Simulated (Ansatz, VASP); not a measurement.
One calculation of AlN, two programs

File INCAR:

```
PREC = Accurate
ENCUT = 520
EDIFF = 1E-6
ISMEAR = 0
SIGMA = 0.05
LREAL = False
LASPH = True
NELM = 100
ALGO = Normal
ISIF = 2
LWAVE = False
LCHARG = False
GGA = CA
NBANDS = 11
```

The input KPOINTS:

```
Automatic mesh
0
Gamma
  10 10 10
```

Contents of POSCAR:

```
AlN
1.0
    0.0000000000      1.9836550500      2.1362439000
    1.9836550500      0.0000000000      2.1362439000
    1.9836550500      1.9836550500      0.0000000000
Al N
1 1
Direct
    0.5000000000      0.5000000000      0.5000000000
    0.0000000000      0.0000000000      0.0000000000
```

Input for Ansatz:

```yaml
crystal:
  lattice:
    - [0.0, 1.98365505, 2.1362439]
    - [1.98365505, 0.0, 2.1362439]
    - [1.98365505, 1.98365505, 0.0]
  atoms:
    - { symbol: Al, position: [0.5, 0.5, 0.5] }
    - { symbol: "N", position: [0.0, 0.0, 0.0] }
basis:
  ecutwfc: 420
kpoints:
  mp_grid: { grid: [10, 10, 10] }
hamiltonian:
  xc: lda
scf:
  occupations: { method: gaussian, width: 0.05 }
output:
  forces: true
  stress: true
  eigenvalues: true
```

Change from the starting cell: strain -0.025 along x and y, +0.050 along z, atoms carried along.

Alike in both runs: task single point; functional LDA; k mesh 10 × 10 × 10; occupations gaussian, width 0.05 eV; no spin polarisation.

|  | VASP | Ansatz |
| --- | --- | --- |
| version | VASP 6.6.1 | Ansatz 0.2.0 |
| potentials or method | VASP PAW LDA potentials, release 64 (Al, N) | scalar-relativistic, plane waves, PAW |
| plane-wave cutoff (eV) | 520 | 420 |
| valence electrons in the cell | 8 | 8 |

Ansatz gave:

* gap on the k mesh at the Fermi level (eV): 3.84
* least direct gap on the mesh (eV): 5.12
* pressure (GPa): -8.1
* largest component of the traceless stress (GPa): 10.49

What did VASP give for the same quantities?

gap on the k mesh at the Fermi level (eV): 3.83; least direct gap on the mesh (eV): 5.14; pressure (GPa): -7.5; largest component of the traceless stress (GPa): 10.84.

A k mesh can miss the band edges.
